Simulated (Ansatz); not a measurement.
Runs of Ansatz 0.2.0 on MnS. Symmetry: F-43m, No. 216, cubic system. Conventional cell: a = 4.947 Å, b = 4.947 Å, c = 4.947 Å, α = 90.00°, β = 90.00°, γ = 90.00°. Mn (site symmetry -43m) is surrounded by 4 S at 2.14 Å. Around S (site symmetry -43m) lie 4 Mn at 2.14 Å. The cell is a database's computed one.

```csv
task,level,U,cutoff (eV),basis error allowed,gap on the mesh (eV),pressure (GPa),moment (μB),V0 of scaled cells (Å³/atom),B0 (GPa)
density of states,PBEsol,-,344,0.001 eV/atom,none,-3.0,0.24,-,-
density of states,PBEsol+U,Mn d U = 4 eV,344,0.001 eV/atom,none,48.7,4.47,-,-
equation of state,PBEsol,-,-,0.001 eV/atom,-,-,-,14.82,151
equation of state,PBEsol,-,-,0.0005 eV/atom,-,-,-,14.82,151
band structure,LDA,-,344,0.001 eV/atom,-,-6.9,0.14,-,-
density of states,PBEsol+U,Mn d U = 2 eV,344,0.001 eV/atom,none,34.6,3.93,-,-
equation of state,LDA,-,-,0.001 eV/atom,-,-,-,(b),(a)
```

Alike in all rows: potentials or basis all-electron LAPW, scalar-relativistic; spin collinear, ferromagnetic start; cell as given; k mesh 9 × 9 × 9; smearing fermi-dirac 0.05 eV.

Q: Estimate the missing entries.

A: (a) 163; (b) 14.43.

Caveats: the moment fell far below its start of 4 μB, so a state of higher moment may lie lower in energy (some runs); semilocal functionals often make such compounds metallic where correlation or magnetic order opens a gap, which also shifts bond lengths (some runs); the magnetic state may not be the lowest (some runs); U is the effective U less J, on atomic orbitals that reach past the spheres (some runs); a pressure of tens of GPa on the cell as given is suspect, and the run, the potentials or the cell itself is likely at fault (some runs); a cell with one magnetic atom can't hold antiferromagnetic order, which such compounds often take (some runs).

A k mesh can miss the band edges.

A gap of «none» marks a metal or a gap under the smearing width.

Not every run made on this cell is shown here.
